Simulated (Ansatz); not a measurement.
TiO2 built on the fluorite prototype, relaxed with r2SCAN in Ansatz 0.2.0: it is cubic, Fm-3m (No. 225); conventional cell a = 4.794 Å, 9.18 Å³ an atom. Ti is surrounded by 8 O at 2.08 Å; O is surrounded by 4 Ti at 2.08 Å. The cell was then strained (x, y and z are the cube axes), with the atoms relaxed again; stress is positive in compression. No spin polarisation. The prototype was imposed, so other structures may be more stable.

- Uniaxial -1.77 % along x, other directions held: r2SCAN's stress changes by +12.27 GPa along the strain and +1.60 GPa across it.
- Isotropic +1.0 % on every length: the pressure changes by -7.73 GPa, and the HSE06 gap (X → Γ) goes from 2.630 to 2.585 eV.
- Epitaxial strain of +2.0 % in the (001) plane: the free normal strain is -0.45 % and the in-plane stress changes by -13.35 GPa.
- Uniaxial strain of -1.0 % along [111], atoms relaxed: the xy stress changes by +0.254 GPa.

**Estimate C₁₁, C₁₂ and the bulk modulus from the uniaxial step.** With compression positive, C₁₁ ≈ −Δσ∥/ε = (-12.27)/(-0.0177) = 693 GPa and C₁₂ ≈ (-1.60)/(-0.0177) = 90 GPa; B = (C₁₁ + 2C₁₂)/3 = 291 GPa. A one-sided step carries third-order terms: it reads high by some per cent.

**What bulk modulus does the isotropic step give?** Δ ln V = 3 ln(1.0100) = +0.0299, so B ≈ −ΔP/Δ ln V = 259 GPa, against 291 GPa from C₁₁ and C₁₂; one-sided steps of finite size carry third-order terms.

**Give the volume deformation potential of that gap and its pressure coefficient.** a_V = ΔE_g/Δ ln V = (-0.045)/(+0.0299) = -1.51 eV; dE_g/dP = −a_V/B = +6 meV/GPa, with HSE06's gap and r2SCAN's modulus.

**What do the film's normal strain and stress say about the elastic constants?** ε⊥/ε∥ = (-0.0045)/(+0.0200) = -0.22, which linear elasticity sets to −2C₁₂/C₁₁ = -0.26 from the uniaxial step. The biaxial modulus is M = −Δσ/ε∥ = 668 GPa (C₁₁ + C₁₂ − 2C₁₂²/C₁₁ = 760 GPa).

**How much elastic energy does the film store, with 9.18 Å³ an atom?** u = M ε∥² = −Δσ ε∥ = +13.35 × (+0.0200) = 0.2670 GPa, and 1 GPa Å³ is 6.2415 meV: 15.30 meV an atom. The total energies of the two runs differ by 15.85 meV an atom.

**Estimate C₄₄.** A strain ε along [111] has ε_xy = ε/3 = -0.00333, an engineering shear of 2ε/3, so C₄₄ ≈ −Δσ_xy/(2ε/3) = 38 GPa, atoms relaxed.

Where an edge lies off the special points, it is a point of the mesh or the k point where a search put PBE's edge or least direct gap, reused for the other functionals, whose own edges may lie a little apart.

The meshes of the hybrids are coarse, so their gaps aren't converged to the digits shown.
